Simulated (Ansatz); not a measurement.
# Al2Pt: the cost of one run

Method: DFT r2SCAN, scalar-relativistic, plane waves, PAW, in Ansatz 0.2.0.

1 further run of the same task is left out (set aside as unsound or not needed).

### 1 Starting point

It takes space group Fm-3m (No. 225, cubic). Conventional cell: a = 5.910 Å, b = 5.910 Å, c = 5.910 Å, α = 90.00°, β = 90.00°, γ = 90.00°. Around Al (site symmetry -43m) lie 4 Pt at 2.56 Å. Around Pt (site symmetry m-3m) lie 8 Al at 2.56 Å.

Coordinates:

```xyz
3
Lattice="0.0000 2.9550 2.9550 2.9550 0.0000 2.9550 2.9550 2.9550 0.0000" Properties=species:S:1:pos:R:3 pbc="T T T"
Al    1.4775    1.4775    1.4775
Al    4.4325    4.4325    4.4325
Pt    0.0000    0.0000    0.0000
```

The structure comes from the Crystallography Open Database.

### 2 Another functional, on a distorted cell: r2SCAN

What differs from the listed cell: strain xx, yy, zz, yz, xz, xy = -3.8, -3.8, -3.8, +0.0, +0.0, +0.0 %.

input.yaml

```yaml
crystal:
  lattice:
    - [0.0, 2.84374425, 2.84374425]
    - [2.84374425, 0.0, 2.84374425]
    - [2.84374425, 2.84374425, 0.0]
  atoms:
    - { symbol: Al, position: [0.25, 0.25, 0.25] }
    - { symbol: Al, position: [0.75, 0.75, 0.75] }
    - { symbol: Pt, position: [0.0, 0.0, 0.0] }
basis:
  ecutwfc: 500
kpoints:
  mp_grid: { grid: [12, 12, 12] }
hamiltonian:
  xc: r2scan
scf:
  occupations: { method: gaussian, width: 0.1 }
output:
  forces: true
  stress: true
  eigenvalues: true
  populations: true
```

Command:

```bash
$ ansatz run input.yaml --threads 1 --pin off --max-ram 1331MiB --backend cpu --events-out ev --progress --plain --runs-dir out
```

Q: Estimate wall time and peak memory on 1 thread of an x86-64 CPU, shared host.

About 14 s, with a peak of 0.48 GiB.
